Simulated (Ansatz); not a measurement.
TePt:

```xyz
2
Lattice="0.0000 2.8730 2.8730 2.8730 0.0000 2.8730 2.8730 2.8730 0.0000" Properties=species:S:1:pos:R:3 pbc="T T T"
Te    4.3095    4.3095    4.3095
Pt    0.0000    0.0000    0.0000
```

The cell was built by a generator and needn't be a form met in nature.

```yaml
Program: Ansatz 0.2.0
Task: relaxation of cell and atoms
Functional: BLYP
Dispersion: D4
Potentials_or_basis: Ansatz PAW
Cutoff: "420 eV (not typed: the program's choice for these potentials)"
k_mesh: 8 × 8 × 8
Occupations: fermi-dirac, width 0.05 eV
Spin: no spin polarisation
```

At the start: volume 23.71 Å³/atom.

Q: How do energy, volume and symmetry change on relaxing?

A: It ends after 5 steps and the volume is 27.09 Å³/atom (+14.2 %); space group F-43m (No. 216, to 0.05 Å).

Step by step:
```csv
step,energy change (eV),largest force (eV/Å),volume (Å³)
1,0.0000,0.0000,47.43
2,-0.3068,0.0000,54.71
3,-0.3083,0.0000,54.30
4,-0.3084,0.0000,54.17
5,-0.3099,0.0000,54.17
```

Final structure:
```
Te Pt
1.0
     0.00000    3.00322    3.00322
     3.00322    0.00000    3.00322
     3.00322    3.00322    0.00000
Te Pt
1 1
Cartesian
  4.5048 4.5048 4.5048
  0.0000 0.0000 0.0000
```

Caveat: the plane-wave basis is chosen anew once the cell has moved, so the energies of steps on either side of that aren't comparable; pairwise dispersion overbinds metals, which lowers pressure and volume; the PAW data sets come from PBE, with cores solved anew for the run's functional, which leaves a small shift of forces and pressure.
